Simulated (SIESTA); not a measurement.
The system is Nb.

```
Nb
1.0
    -1.66395    1.66395    1.66395
     1.66395   -1.66395    1.66395
     1.66395    1.66395   -1.66395
Nb
1
Direct
  0.00000 0.00000 0.00000
```

| Item | Value |
| --- | --- |
| Program | SIESTA 5.4.2 |
| Task | single point |
| Functional | PBEsol |
| Potentials or basis | PseudoDojo 0.4 standard (PBEsol files) |
| Basis | DZP (energy shift 0.003 Ry; two zetas on semicore shells) |
| Grid cutoff | 800 Ry |
| Energy shift | 0.003 Ry |
| k mesh | 11 × 11 × 11 |
| Occupations | fermi-dirac, width 0.05 eV |
| Spin | no spin polarisation |

On this cell: pressure -6.4 GPa; band gap on the k mesh none (metal or under the smearing width).

The same run follows on a disturbed copy (cell strained at random at fixed volume):

```
Nb
1.0
    -1.65481    1.66189    1.66310
     1.61189   -1.66978    1.62806
     1.70285    1.71781   -1.67098
Nb
1
Direct
  0.99711 0.99235 0.00528
```

Task: What does the disturbed cell give?

Result: The energy (extrapolated to zero smearing) moves by +3.3 meV/atom; pressure -6.4 GPa; band gap on the k mesh none (metal or under the smearing width).

Stress tensor (GPa, compression positive):
```
-5.96 -0.61  0.42
-0.61 -7.99  0.17
 0.42  0.17 -5.30
```

Caveats: the basis of atomic orbitals isn't converged, which shifts pressures, moduli and gaps.
